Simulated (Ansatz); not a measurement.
**How NaF answers to pressure**

Space group Fm-3m (No. 225). a = 4.647 Å, b = 4.647 Å, c = 4.647 Å, α = 90.00°, β = 90.00°, γ = 90.00°
| atom | site | symmetry | x | y | z |
| --- | --- | --- | --- | --- | --- |
| Na | 4a | m-3m | 0.0000 | 0.0000 | 0.0000 |
| F | 4b | m-3m | 0.5000 | 0.0000 | 0.0000 |

The runs use the primitive cell with vectors (0.000, 2.323, 2.323), (2.323, 0.000, 2.323), (2.323, 2.323, 0.000) Å, to which the k mesh refers.

It takes space group Fm-3m (No. 225, cubic). The conventional cell has a = 4.647 Å, b = 4.647 Å, c = 4.647 Å, α = 90.00°, β = 90.00°, γ = 90.00°. Na (site symmetry m-3m) has 6 F at 2.32 Å as nearest neighbours. Around F (site symmetry m-3m) lie 6 Na at 2.32 Å.

The cell comes from COD entry 9007459, which wasn't checked; take it as a given geometry.

Method: Ansatz 0.2.0, DFT, LDA, all-electron LAPW, scalar-relativistic.

Settings: a Γ-centred 10×10×10 k mesh, Fermi–Dirac smearing of 0.02 eV, basis error target 0.5 meV/atom, no spin polarisation.

The cell is scaled evenly with fractional coordinates held. Semilocal gaps are too small, but their slopes carry over better.

```
V/V(cell)  P (GPa)  gap on the k mesh (eV)
   0.9400    -1.81                   6.258
   0.9600    -2.86                   6.141
   0.9800    -3.79                   6.029
   0.9900    -4.21                   5.975
   1.0000    -4.61                   5.922
   1.0100    -4.98                   5.871
   1.0200    -5.33                   5.821
   1.0400    -5.96                   5.724
```

Q: From the rows at 0.9900 and 1.0100, what is the bulk modulus at the cell's volume?

A: B = −ΔP/Δln V = −[(-4.98) − (-4.21)]/0.02000 = 38.5 GPa. This is the modulus at -4.61 GPa, not at zero pressure.

Q: What are the gap's volume deformation potential and pressure coefficient?

A: dEg/dln V = (5.871 − 5.975)/0.02000 = -5.20 eV, and dEg/dP = −(dEg/dln V)/B = 135 meV/GPa: pressure widens the gap.

Q: Predict the row at V/V(cell) = 1.0600. How far is a linear estimate of P off?

A: P = -6.52 GPa, gap 5.631 eV. The linear estimate P(cell) − B ln(V/V(cell)) = -6.85 GPa misses by 0.33 GPa, since the modulus falls on expansion.
